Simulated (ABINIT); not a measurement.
# CdSe (Cadmoselite) (P6_3mc) in ABINIT: a series of runs, part 2 of 2

ABINIT 10.8.3 (patched build). Earlier steps stand in the parts before.

## Step 3: Single point, PBE

Contents of run.abi:

```
pp_dirpath "./"
pseudos "Cd.GGA_PBE-JTH.xml, Se.GGA_PBE-JTH.xml"

acell 4.3 4.3 7.02 Angstrom
rprim
     1.0000000000     0.0000000000     0.0000000000
    -0.5000000000     0.8660254038     0.0000000000
     0.0000000000     0.0000000000     1.0000000000
ntypat 2
znucl 48 34
natom 4
typat 1 1 2 2
xcart
     4.0629111684     2.3457228563     6.6329386974
    -0.0000000004     4.6914457133     0.0000000000
     4.0629111684     2.3457228563    11.7403014945
    -0.0000000004     4.6914457133     5.1073627970

ecut 22.0
pawecutdg 44.0
pawxcdev 0

kptopt 1
ngkpt 6 6 3
nshiftk 1
shiftk 0.0 0.0 0.0

ixc 11

nband 22
occopt 3
tsmear 0.05 eV

nstep 100
tolvrs 1.0e-9

iomode 3
prtwf 0
prteig 0
prtebands 0
enunit 2
prtvol 2
prtden 1
prtvha 1
prtvclmb 1
prtpot 1
```

Potentials or basis: JTH PAW PBE v2.0.

Launch:

```bash
$ abinit run.abi > log 2>&1
```

run.abo:

```text
.Version 10.8.3 of ABINIT
 Symmetries : space group P6_3 m c (#186); Bravais hP (primitive hexag.)
================================================================================
 Values of the parameters that define the memory need of the present run
     intxc =       0    ionmov =       0      iscf =      17    lmnmax =      18
     lnmax =       6     mgfft =      60  mpssoang =       3    mqgrid =    3962
     natom =       4  nloc_mem =       2    nspden =       1   nspinor =       1
    nsppol =       1      nsym =      12    n1xccc =       1    ntypat =       2
    occopt =       3   xclevel =       2
       mpw =        3760          nfft =       77760          nkpt =          14
 PAW method is used; the additional fine FFT grid is defined by:
   mgfftf=        80    nfftf =    200000
================================================================================
================================================================================

--------------------------------------------------------------------------------
------------- Echo of variables that govern the present computation ------------
--------------------------------------------------------------------------------
 -outvars: echo values of preprocessed input variables --------
            acell      8.1258223414E+00  8.1258223414E+00  1.3265877404E+01 Bohr
              amu      1.12411000E+02  7.89600000E+01
             ecut      2.20000000E+01 Hartree
           enunit           2
              ixc          11
         kptrlatt        6    0    0      0    6    0      0    0    3
          kptrlen      3.97976322E+01
            natom           4
            nband          22
            ngfft          36      36      60
          ngfftdg          50      50      80
             nkpt          14
            nstep         100
             nsym          12
           ntypat           2
           occopt           3
        pawecutdg      4.40000000E+01 Hartree
         pawxcdev           0
        prtebands           0
           prteig           0
           prtpot           1
         prtvclmb           1
           prtvha           1
           prtvol           2
            prtwf           0
            rprim      1.0000000000E+00  0.0000000000E+00  0.0000000000E+00
                      -5.0000000000E-01  8.6602540380E-01  0.0000000000E+00
                       0.0000000000E+00  0.0000000000E+00  1.0000000000E+00
          spgroup         186
           tolvrs      1.00000000E-09
           tsmear      1.83746611E-03 Hartree
[... 416 lines left out ...]
)Next minimum=   -1.5809E-02  at reduced coord.    0.3200    0.6600    0.3875
   Integrated=    3.6000E+01

--- !EnergyTerms
iteration_state     : {dtset: 1, }
comment             : Components of total free energy in Hartree
kinetic             :  3.24934086428293E+01
hartree             :  2.98441161030525E+01
xc                  : -1.90577873807356E+01
Ewald energy        : -8.17469324726235E+01
psp_core            :  5.41282184876845E+00
local_psp           : -9.00414771508218E+01
PAW spherical_terms :  8.74599022133689E+00
internal            : -1.14349860188194E+02
'-kT*entropy'       : -9.43476564895293E-07
total_energy        : -1.14349861131670E+02
total_energy_eV     : -3.11161823842817E+03
...

--- !EnergyTermsDC
iteration_state     : {dtset: 1, }
comment             : '"Double-counting" decomposition of free energy'
band_energy         : -6.35412211323619E+00
Ewald energy        : -8.17469324726235E+01
psp_core            :  5.41282184876845E+00
xc_dc               : -3.39235650531163E+01
PAW spherical_terms :  2.26193893254321E+00
internal            : -1.14349858857664E+02
'-kT*entropy'       : -9.43476564895293E-07
total_energy_dc     : -1.14349859801141E+02
total_energy_dc_eV  : -3.11161820222262E+03
...

--- !EnergyTermsWithPAWCore
iteration_state     : {dtset: 1, }
comment             : 'Components of total free energy, including PAW core contributions'
Total energy        : -1.60496299798550E+04
Total energy DC     : -1.60496299785244E+04
Total energy (eV)   : -4.36732680486910E+05
Total energy DC (eV): -4.36732680450704E+05
...

 Cartesian components of stress tensor (hartree/bohr^3)
  sigma(1 1)= -1.27958416E-04  sigma(3 2)=  0.00000000E+00
  sigma(2 2)= -1.27958416E-04  sigma(3 1)=  0.00000000E+00
  sigma(3 3)= -5.80936806E-05  sigma(2 1)=  0.00000000E+00

-Cartesian components of stress tensor (GPa)         [Pressure=  3.0795E+00 GPa]
- sigma(1 1)= -3.76466656E+00  sigma(3 2)=  0.00000000E+00
- sigma(2 2)= -3.76466657E+00  sigma(3 1)=  0.00000000E+00
- sigma(3 3)= -1.70917509E+00  sigma(2 1)=  0.00000000E+00

== END DATASET(S) ==============================================================
================================================================================

 -outvars: echo values of variables after computation  --------
            acell      8.1258223414E+00  8.1258223414E+00  1.3265877404E+01 Bohr
           etotal     -1.1434985980E+02
            fcart     -0.0000000000E+00 -0.0000000000E+00  5.5435645804E-03
                      -0.0000000000E+00 -0.0000000000E+00  5.5435645804E-03
                      -0.0000000000E+00 -0.0000000000E+00 -5.5435645804E-03
                      -0.0000000000E+00 -0.0000000000E+00 -5.5435645804E-03
            rprim      1.0000000000E+00  0.0000000000E+00  0.0000000000E+00
                      -5.0000000000E-01  8.6602540380E-01  0.0000000000E+00
                       0.0000000000E+00  0.0000000000E+00  1.0000000000E+00
           strten     -1.2795841569E-04 -1.2795841594E-04 -5.8093680592E-05
                       0.0000000000E+00  0.0000000000E+00  0.0000000000E+00
           xangst      2.1499999993E+00  1.2413030775E+00  3.5100000000E+00
                      -7.1484707426E-10  2.4826061563E+00  0.0000000000E+00
                       2.1499999993E+00  1.2413030775E+00  6.2126999982E+00
                      -7.1484707426E-10  2.4826061563E+00  2.7026999982E+00
             xred      6.6666666633E-01  3.3333333299E-01  5.0000000000E-01
                       3.3333333300E-01  6.6666666632E-01  0.0000000000E+00
                       6.6666666633E-01  3.3333333299E-01  8.8499999974E-01
                       3.3333333300E-01  6.6666666632E-01  3.8499999974E-01
 Calculation completed.
```

It took 64 s on 1 thread of Arm Neoverse V2, shared host; peak memory 0.2 GiB.

What came out:

* Free energy: -3111.6182 eV
* Pressure: 3.1 GPa
* Largest force: 0.285 eV/Å
* Band gap on the k mesh: 0.69 eV, direct
* Valence electrons inside the program's atomic spheres: Cd 10.46; Se 3.97

Forces on the atoms (eV/Å):
```
Cd   0.000  0.000  0.285
Cd   0.000  0.000  0.285
Se   0.000  0.000 -0.285
Se   0.000  0.000 -0.285
```

Stress tensor (GPa, compression positive):
```
3.76 0.00 0.00
0.00 3.76 0.00
0.00 0.00 1.71
```

## Step 4: Relaxation of cell and atoms, PBE

Edit run.abi of step 3 so:

```diff
@@ -17,2 +17,5 @@
     -0.0000000004     4.6914457133     5.1073627970
+chkprim 0
+chksymtnons 0
+tolsym 1.0e-6
 
@@ -21,2 +24,3 @@
 pawxcdev 0
+pawovlp -1
 
@@ -38,2 +42,3 @@
 prtwf 0
+prtden 0
 prteig 0
@@ -42,5 +47,8 @@
 prtvol 2
-prtden 1
-prtvha 1
-prtvclmb 1
-prtpot 1
+
+ionmov 2
+ntime 60
+tolmxf 5.0e-5
+optcell 2
+dilatmx 1.08
+ecutsm 0.5
```

Launch:

```bash
$ abinit run.abi > log 2>&1
```

Run time: 13 min. Hardware: 1 thread of Arm Neoverse V1, shared host; peak memory 0.23 GiB.

The run converged. Its results:

| Item | Value |
| --- | --- |
| Free energy | -3111.6975 eV |
| Relaxed volume | 29.78 Å³/atom |
| Relaxed cell | a = 4.385 Å, b = 4.385 Å, c = 7.155 Å, α = 90.00°, β = 90.00°, γ = 120.00° |
| Space group after relaxing (to 0.05 Å) | P6_3mc (No. 186) |
| Energy gained by relaxing | 19.8 meV/atom |
| Ionic steps | 13 |
| Pressure after relaxing | 0.0 GPa |
| Band gap on the k mesh | 0.53 eV, direct |
| Valence electrons inside the program's atomic spheres | Cd 10.41; Se 3.95 |

Step by step:
```csv
step,energy change (eV),largest force (eV/Å),pressure (GPa),volume (Å³)
1,0.0000,0.2849,3.09,112.41
2,-0.0235,0.2411,2.52,113.47
3,-0.0767,0.0585,0.23,118.55
4,-0.0776,0.0382,0.00,119.15
5,-0.0777,0.0327,-0.04,119.26
6,-0.0781,0.0180,-0.12,119.47
7,-0.0786,0.0003,-0.16,119.57
8,-0.0791,0.0151,-0.11,119.46
9,-0.0793,0.0142,-0.02,119.21
10,-0.0793,0.0081,0.02,119.09
11,-0.0793,0.0048,0.03,119.08
12,-0.0793,0.0012,0.02,119.09
13,-0.0793,0.0007,0.01,119.13
```

Final structure:
```
CELL_PARAMETERS angstrom
4.38469 0.00000 0.00000
-2.19235 3.79726 0.00000
0.00000 0.00000 7.15505
ATOMIC_POSITIONS crystal
Cd 0.66667 0.33333 0.50460
Cd 0.33333 0.66667 0.00460
Se 0.66667 0.33333 0.88040
Se 0.33333 0.66667 0.38040
```

Levels at points of the mesh, in eV from the valence-band top:
| k point | band 16 | band 17 | band 18 | band 19 | band 20 | band 21 |
| --- | --- | --- | --- | --- | --- | --- |
| (0.00, 0.00, 0.00) | -0.04 | 0.00 | 0.00 | 0.53 | 2.13 | 5.85 |
| (0.50, 0.00, 0.00) | -1.68 | -1.20 | -0.68 | 3.08 | 3.32 | 4.79 |

PBE usually gives volumes a little too large and moduli too small. Zero-point motion and thermal expansion aren't in these numbers.

## Step 5: Relaxation of cell and atoms, PBE+D3

Edit run.abi of step 4 so:

```diff
@@ -32,2 +32,3 @@
 ixc 11
+vdw_xc 6
```

Launch:

```bash
$ abinit run.abi > log 2>&1
```

Run time: 12 min. Hardware: 1 thread of Arm Neoverse V1, shared host; peak memory 0.23 GiB.

The run converged. Its results:

```yaml
Free_energy: -3112.7202 eV
Relaxed_volume: 28.57 Å³/atom
Relaxed_cell: a = 4.322 Å, b = 4.322 Å, c = 7.063 Å, α = 90.00°, β = 90.00°, γ = 120.00°
Space_group_after_relaxing_to_0.05_Å: P6_3mc (No. 186)
Energy_gained_by_relaxing: 6.1 meV/atom
Ionic_steps: 12
Pressure_after_relaxing: 0.0 GPa
Band_gap_on_the_k_mesh: 0.62 eV, direct
Valence_electrons_inside_the_program's_atomic_spheres: Cd 10.44; Se 3.97
```

Step by step:
| step | energy change (eV) | largest force (eV/Å) | pressure (GPa) | volume (Å³) |
| --- | --- | --- | --- | --- |
| 1 | 0.0000 | 0.2799 | 0.95 | 112.41 |
| 2 | -0.0066 | 0.2426 | 0.77 | 112.74 |
| 3 | -0.0225 | 0.0408 | -0.05 | 114.39 |
| 4 | -0.0226 | 0.0333 | -0.06 | 114.41 |
| 5 | -0.0231 | 0.0042 | -0.06 | 114.42 |
| 6 | -0.0237 | 0.0163 | -0.01 | 114.32 |
| 7 | -0.0242 | 0.0235 | 0.08 | 114.10 |
| 8 | -0.0243 | 0.0138 | 0.13 | 113.98 |
| 9 | -0.0244 | 0.0038 | 0.13 | 113.99 |
| 10 | -0.0245 | 0.0038 | 0.09 | 114.09 |
| 11 | -0.0245 | 0.0047 | 0.03 | 114.22 |
| 12 | -0.0246 | 0.0017 | 0.00 | 114.28 |

Final structure:
```
Cd Se
1.0
     4.32249    0.00000    0.00000
    -2.16124    3.74338    0.00000
     0.00000    0.00000    7.06270
Cd Se
2 2
Cartesian
  2.1612 1.2478 3.5653
  0.0000 2.4956 0.0340
  2.1612 1.2478 6.2165
  0.0000 2.4956 2.6852
```

Levels at points of the mesh, in eV from the valence-band top:
| k point | band 16 | band 17 | band 18 | band 19 | band 20 | band 21 |
| --- | --- | --- | --- | --- | --- | --- |
| (0.00, 0.00, 0.00) | -0.05 | 0.00 | 0.00 | 0.62 | 2.19 | 5.86 |
| (0.50, 0.00, 0.00) | -1.81 | -1.30 | -0.74 | 3.16 | 3.33 | 4.77 |

## Step 6: Overview

| task | level | potentials or basis | cell | cutoff (eV) | fine-grid cutoff | cell freedom (optcell) | cutoff smearing ecutsm (Ha) | optimiser (ionmov) | force stop (Ha/bohr) | gap on the mesh (eV) | pressure (GPa) | relaxed volume (Å³/atom) | largest force (eV/Å) |
| --- | --- | --- | --- | --- | --- | --- | --- | --- | --- | --- | --- | --- | --- |
| single point | PBE | SPMS NC PBE v1.0 | as given | 925 | - | - | - | - | - | 0.69 | 3.1 | - | 0.29 |
| single point | PBE | JTH PAW PBE v2.0 | as given | 599 | 1197.3 eV | - | - | - | - | 0.69 | 3.1 | - | 0.29 |
| relaxation of cell and atoms | PBE | JTH PAW PBE v2.0 | relaxed | 599 | 1197.3 eV | 2 | 0.5 | 2 | 5e-05 | 0.53 | 0.0 | 29.78 | - |
| relaxation of cell and atoms | PBE+D3 | JTH PAW PBE v2.0 | relaxed | 599 | 1197.3 eV | 2 | 0.5 | 2 | 5e-05 | 0.62 | 0.0 | 28.57 | - |

Alike in all rows: no spin polarisation; k mesh 6 × 6 × 3; smearing fermi-dirac 0.05 eV.

Absolute energies hang on the potentials; compare differences alone.

## Step 7: Against experiment

Step 2. A measured gap of CdSe is 1.841 eV (2 K; a printed reference work, data compilation); the calculated 0.69 eV misses it by -1.15 eV. So large a miss can be the level of theory's own, or it may mean another phase, state or a wrong row. Spin-orbit coupling on Cd, Se is left out. The value is that of PBE, without temperature or zero-point motion. Semilocal functionals fall short of measured gaps as a rule.

Step 3. Against the measured gap of CdSe, 1.841 eV (2 K; a printed reference work, data compilation), the calculated 0.69 eV is off by -1.15 eV. So large a miss can be the level of theory's own, or it may mean another phase, state or a wrong row. Spin-orbit coupling on Cd, Se is left out. The value is that of PBE, without temperature or zero-point motion. Semilocal functionals fall short of measured gaps as a rule.
